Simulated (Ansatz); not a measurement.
Wurtzite BeO, treated with Hartree–Fock (Ansatz, a quantum-chemistry and plane-wave program, plane waves, PAW).

Run with plane-wave cutoff 460 eV, 12×12×6 k mesh (along the axes of the cell as run), Fermi–Dirac smearing 0.01 eV, scalar-relativistic PAW data made under PBE.

The cell has the measured lattice parameters. Conventional cell: a = 2.6980 Å, b = 2.6980 Å, c = 4.3800 Å, α = 90.00°, β = 90.00°, γ = 120.00°.

```
BeO
1.0
   -1.34900    -2.33654     0.00000
   -1.34900     2.33654     0.00000
    0.00000     0.00000     4.38000
Be O
2 2
Direct
  0.66667   0.33333   0.50000
  0.33333   0.66667   0.00000
  0.66667   0.33333   0.87800
  0.33333   0.66667   0.37800
```

List the 9 lowest band energies at Γ above −25 eV (eV, relative to the valence band maximum), grouping those that round alike.

At Γ: -22.86, -7.77, -1.30 (×2), -0.08 (×2), 0.00, 18.95, 23.47.

Note: cell and atoms aren't relaxed at this level (pressure -4.3 GPa).
